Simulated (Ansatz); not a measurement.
Input and command of a plane-wave DFT calculation in Ansatz:

```yaml
crystal:
  lattice:
    - [0.0, 2.8486069961, 2.8486069961]
    - [2.8486069961, 0.0, 2.8486069961]
    - [2.8486069961, 2.8486069961, 0.0]
  atoms:
    - { symbol: Mg, position: [0.0, 0.0, 0.0] }
    - { symbol: S, position: [0.75, 0.75, 0.75] }
basis:
  ecutwfc: 420
kpoints:
  mp_grid: { grid: [8, 8, 8] }
  band_path:
    path:
      - [[0.0, 0.0, 0.0], [-0.5, -0.5, 0.0], [-0.375, -0.375, 0.25]]
      - [[-0.375, 0.0, 0.375], [0.0, 0.0, 0.0], [0.0, 0.0, 0.5], [-0.5, -0.25, 0.25], [-0.5, -0.5, 0.0]]
    npoints: 14
hamiltonian:
  xc: pbe
scf:
  occupations: { method: gaussian, width: 0.02 }
  n_extra_bands: 6
output:
  forces: true
  stress: true
  eigenvalues: true
  populations: true
  dos: { projected: true, de: 0.02, nscf_kmesh: { grid: [12, 12, 12] } }
  bader: true
```

```bash
ansatz run input.yaml --threads 1 --pin off --max-ram 2560MiB --backend cpu --events-out ev --progress --plain --runs-dir out
```

Processor: Arm Neoverse N1, 1 thread, on a host shared with other jobs.

Q: How long does it run, and how much memory does it take?

A: About 26 s on 1 thread of Arm Neoverse N1 (shared host), peak memory 0.3 GiB. It solves 14 bands at 29 k points (the mesh reduced by the symmetry that the task leaves, which can be less than the crystal's) with about 893 plane waves, in 6 SCF iterations.
